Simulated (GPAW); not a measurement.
Write an ASE script for GPAW 26.7.0 that does the following.

```yaml
Task: single point
Functional: PBE
Potentials_or_basis: GPAW PAW data sets (gpaw-data 1.2.1)
Cutoff: 800 eV
Basis: pw
k_mesh: 9 × 9 × 5
Occupations: fermi-dirac, width 0.05 eV
Spin: collinear spin, ferromagnetic start
Starting_moments: "[5.5, 5.5, 0.0, 0.0] μB"
Maxiter: 150
```

The system is MnO.

```
Mn O
1.0
     3.37170    0.00000    0.00000
    -1.68585    2.91998    0.00000
     0.00000    0.00000    5.38550
Mn O
2 2
Direct
  0.66667 0.33333 0.51096
  0.33333 0.66667 0.01096
  0.66667 0.33333 0.87547
  0.33333 0.66667 0.37547
```

Measurements of this composition are mostly on another form, of space group No. 225.

The input as run:

run.py

```python
from ase import Atoms
from ase.dft.bandgap import bandgap
from ase.io import write
from ase.units import GPa
from gpaw import GPAW, PW

atoms = Atoms(['Mn', 'Mn', 'O', 'O'],
              cell=[[3.3717, 0.0, 0.0],
                    [-1.68585, 2.9199778539, 0.0],
                    [0.0, 0.0, 5.3855]],
              scaled_positions=[[0.6666666667, 0.3333333333, 0.51096],
                                [0.3333333333, 0.6666666667, 0.01096],
                                [0.6666666667, 0.3333333333, 0.87547],
                                [0.3333333333, 0.6666666667, 0.37547]],
              pbc=True)
atoms.set_initial_magnetic_moments([5.5, 5.5, 0.0, 0.0])

calc = GPAW(mode=PW(800),
            xc='PBE',
            kpts={'size': (9, 9, 5), 'gamma': True},
            occupations={'name': 'fermi-dirac', 'width': 0.05},
            nbands=38,
            convergence={'density': 1e-05, 'energy': 1e-05},
            maxiter=150,
            txt='gpaw.txt')
atoms.calc = calc
energy = atoms.get_potential_energy()
forces = atoms.get_forces()
stress = atoms.get_stress()
calc.write('gs.gpw')
write('result.traj', atoms)
print(f'Energy: {energy:.6f} eV')
print('Forces (eV/A):')
print(forces.round(4))
print('Stress (GPa):', (stress / GPa).round(3))
print('Moments:', calc.get_magnetic_moments().round(3))
print('Fermi level:', round(calc.get_fermi_level(), 4), 'eV')
print(f'Gap: {bandgap(calc)[0]:.4f} eV, direct: {bandgap(calc, direct=True)[0]:.4f} eV')
```

Potentials or basis: GPAW PAW data sets (gpaw-data 1.2.1), pw.

Command:

```bash
$ OMP_NUM_THREADS=1 python run.py
```

Results of the run:

```json
{
 "Pressure": "8.0 GPa",
 "Largest force": "0.698 eV/Å",
 "Band gap on the k mesh": "none (metal or under the smearing width)",
 "Net moment": "9.99 μB per cell",
 "Site moments": "Mn +4.32; O +0.17 μB"
}
```

Caveat: semilocal functionals often make such compounds metallic where correlation or magnetic order opens a gap, which also shifts bond lengths; only a ferromagnetic start was run, and an antiferromagnetic order may lie lower in energy.

It took 7.1 min on 1 thread of Arm Neoverse N1, with other jobs on the host, peak memory 0.37 GiB.
